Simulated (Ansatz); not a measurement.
The system is TiC.

```
Ti C
1.0
     3.04209    0.00000    0.00000
    -1.52104    2.63452    0.00000
     0.00000    0.00000    2.69797
Ti C
1 1
Direct
  0.00000 0.00000 0.50000
  0.33333 0.66667 0.00000
```

The cell was built by a generator and needn't be a form met in nature.

* Program: Ansatz 0.2.0
* Task: relaxation of cell and atoms
* Functional: LDA
* Potentials or basis: Ansatz PAW
* Cutoff: 420 eV (not typed: the program's choice for these potentials)
* k mesh: 10 × 10 × 10
* Occupations: fermi-dirac, width 0.05 eV
* Spin: no spin polarisation

At the start: volume 10.81 Å³/atom.

Where does the relaxation end?

It ends after 7 steps and the volume is 10.26 Å³/atom (-5.1 %); space group P-6m2 (No. 187, to 0.05 Å).

The path:
```tsv
step	energy change (eV)	largest force (eV/Å)	volume (Å³)
1	0.0000	0.0000	21.62
2	-0.0423	0.0000	20.59
3	-0.0427	0.0000	20.53
4	-0.0427	0.0000	20.53
5	-0.0409	0.0000	20.53
6	-0.0409	0.0000	20.52
7	-0.0409	0.0000	20.52
```

Final structure:
```cif
data_structure
_symmetry_space_group_name_H-M 'P 1'
_symmetry_Int_Tables_number 1
_cell_length_a 2.9846
_cell_length_b 2.9846
_cell_length_c 2.6597
_cell_angle_alpha 90.000
_cell_angle_beta 90.000
_cell_angle_gamma 120.000
_cell_volume 20.52
loop_
_atom_site_label
_atom_site_type_symbol
_atom_site_fract_x
_atom_site_fract_y
_atom_site_fract_z
_atom_site_occupancy
Ti1 Ti 0.00000 0.00000 0.50000 1
C1 C 0.33333 0.66667 0.00000 1
```

Caveat: the plane-wave basis is chosen anew once the cell has moved, so the energies of steps on either side of that aren't comparable; the pressure holds a Pulay correction of +0.3 GPa for the finite cutoff; the PAW data sets come from PBE, with cores solved anew for the run's functional, which leaves a small shift of forces and pressure.
